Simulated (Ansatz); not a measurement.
## How the functional moves the response of TiPbO₃ (Pm-3m) (LDA, PBEsol)

```
Ti Pb O
1.0
     3.88404    0.00000    0.00000
     0.00000    3.88404    0.00000
     0.00000    0.00000    3.88404
Ti Pb O
1 1 3
Direct
  0.50000 0.50000 0.50000
  0.00000 0.00000 0.00000
  0.00000 0.50000 0.50000
  0.50000 0.00000 0.50000
  0.50000 0.50000 0.00000
```

This cell (11.72 Å³ an atom) was relaxed by PAW under LDA, and each functional gets its own cell relaxed so. Quantity: elastic moduli (Hill averages, relaxed ions; θ_D from sound speeds over directions).

Runs: (1) LDA, all-electron LAPW in Ansatz 0.2.0, scalar-relativistic; k mesh 6×6×6, strains of ±0.008, fixed occupations, basis error target 0.5 meV/atom. (2) PBEsol, all-electron LAPW in Ansatz 0.2.0, scalar-relativistic; k mesh 6×6×6, strains of ±0.005, fixed occupations, basis error target 1 meV/atom.

Under LDA: B = 207 GPa, G = 106 GPa, C11 = 349 GPa, C44 = 105 GPa, ν = 0.281, θ_D = 513 K.

Q: Which way does PBEsol move the volume, and by how much?

A: a = 3.919 Å, 12.04 Å³ an atom: 2.8 % larger.

Q: What does PBEsol give for these quantities?

A: 

```json
{"quantity": "B", "LDA": "207 GPa", "PBEsol": "190 GPa", "change": "-8 %"}
{"quantity": "G", "LDA": "106 GPa", "PBEsol": "99.0 GPa", "change": "-6 %"}
{"quantity": "C11", "LDA": "349 GPa", "PBEsol": "318 GPa", "change": "-9 %"}
{"quantity": "C44", "LDA": "105 GPa", "PBEsol": "101 GPa", "change": "-3 %"}
{"quantity": "ν", "LDA": "0.281", "PBEsol": "0.278", "change": "under 1 %"}
{"quantity": "θ_D", "LDA": "513 K", "PBEsol": "498 K", "change": "-3 %"}
```

Caveats: no spin-orbit coupling on heavy atoms; cubic perovskites of this kind tilt or polarise below some temperature, which these cells can't show.
